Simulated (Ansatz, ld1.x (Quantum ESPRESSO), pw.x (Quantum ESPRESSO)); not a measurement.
**What a changed setting does to a pw.x run (sc As)**

Potential: PAW, ld1.x (Quantum ESPRESSO) 7.5, PBE; core [Ar] 3d10, reference 4s2 4p3; waves: 4s (bound): rcut 1.45, rcutus 1.70 bohr; 4s channel at -0.15 Ry: rcut 1.45, rcutus 1.70 bohr; 4p (bound): rcut 1.80, rcutus 2.35 bohr; 4p channel at 0.7 Ry: rcut 1.80, rcutus 2.35 bohr; 4d channel at 0.35 Ry: rcut 1.50, rcutus 1.90 bohr; 4d channel at 2.8 Ry: rcut 1.50, rcutus 1.90 bohr; local part: all-electron potential smoothed inside 1.30 bohr (lloc = -1); core correction: Bessel-smoothed model core inside 1.40 bohr; augmentation: PSQ, radius 1.25 bohr.

The reference run (k-mesh 12³, cutoffs 40/400 Ry, Fermi–Dirac 0.01 Ry, mixing_beta 0.4, conv_thr 1e-9, no spin) gives -0.57 GPa at 20.515 Å³/atom, where all-electron LAPW gives -0.24 GPa. This run, with its own iteration cap, changes startingwfc to atomic.

```
&control
  calculation='scf', prefix='x', pseudo_dir='./', outdir='./tmp', tstress=.true., disk_io='none'
/
&system
  ibrav=0, nat=1, ntyp=1, ecutwfc=40, ecutrho=400, nbnd=9,
  occupations='smearing', smearing='fd', degauss=0.01
/
&electrons
  conv_thr=1e-09, mixing_beta=0.4, electron_maxstep=70, startingwfc='atomic'
/
ATOMIC_SPECIES
As 1.0 As.UPF
CELL_PARAMETERS angstrom
  2.73751920 0.00000000 0.00000000
  0.00000000 2.73751920 0.00000000
  0.00000000 0.00000000 2.73751920
ATOMIC_POSITIONS crystal
As 0.0000 0.0000 0.0000
K_POINTS automatic
12 12 12 0 0 0
```

```bash
pw.x < As.scf.in > As.scf.out
```

Task: How does the run end?

Result: It converges in 6 iterations; the free energy moves by +0.0 meV/atom and the pressure by +0.00 GPa. The result is that of the reference run.

```
Message from routine setup:
     using ibrav=0 with symmetry is DISCOURAGED, use correct ibrav instead
     lattice parameter (alat)  =       5.1732  a.u.
     unit-cell volume          =     138.4421 (a.u.)^3
     number of electrons       =         5.00
     number of Kohn-Sham states=            9
     kinetic-energy cutoff     =      40.0000  Ry
     charge density cutoff     =     400.0000  Ry
     scf convergence threshold =      1.0E-09
     Exchange-correlation= SLA  PW   PBX  PBC
     number of k points=    84  Fermi-Dirac smearing, width (Ry)=  0.0100
     iteration #  1     ecut=    40.00 Ry     beta= 0.40
     total energy              =    -175.98452774 Ry
     estimated scf accuracy    <       0.00214614 Ry
     iteration #  2     ecut=    40.00 Ry     beta= 0.40
     total energy              =    -175.98470838 Ry
     estimated scf accuracy    <       0.00080229 Ry
     iteration #  3     ecut=    40.00 Ry     beta= 0.40
     total energy              =    -175.98472548 Ry
     estimated scf accuracy    <       0.00000258 Ry
     iteration #  4     ecut=    40.00 Ry     beta= 0.40
     c_bands:  1 eigenvalues not converged
     c_bands:  1 eigenvalues not converged
     total energy              =    -175.98472727 Ry
     estimated scf accuracy    <       0.00000004 Ry
     iteration #  5     ecut=    40.00 Ry     beta= 0.40
     total energy              =    -175.98472730 Ry
     estimated scf accuracy    <          3.2E-09 Ry
     iteration #  6     ecut=    40.00 Ry     beta= 0.40
     the Fermi energy is     7.8902 ev
!    total energy              =    -175.98472730 Ry
     estimated scf accuracy    <          2.7E-10 Ry
     smearing contrib. (-TS)   =      -0.00248926 Ry
     The total energy is F=E-TS. E is the sum of the following terms:
     one-electron contribution =       4.76305413 Ry
     hartree contribution      =       0.52148990 Ry
     xc contribution           =     -15.21338495 Ry
     ewald contribution        =     -13.71162225 Ry
     one-center paw contrib.   =    -152.34177487 Ry
     convergence has been achieved in   6 iterations
          total   stress  (Ry/bohr**3)                   (kbar)     P=       -5.70
     Message from routine punch:
     Nothing written, as per user request (disk_io='none')
```

The run took about 9.4 s on one core of a shared host (Neoverse-V1, 32 threads, 247 GiB, load 23).
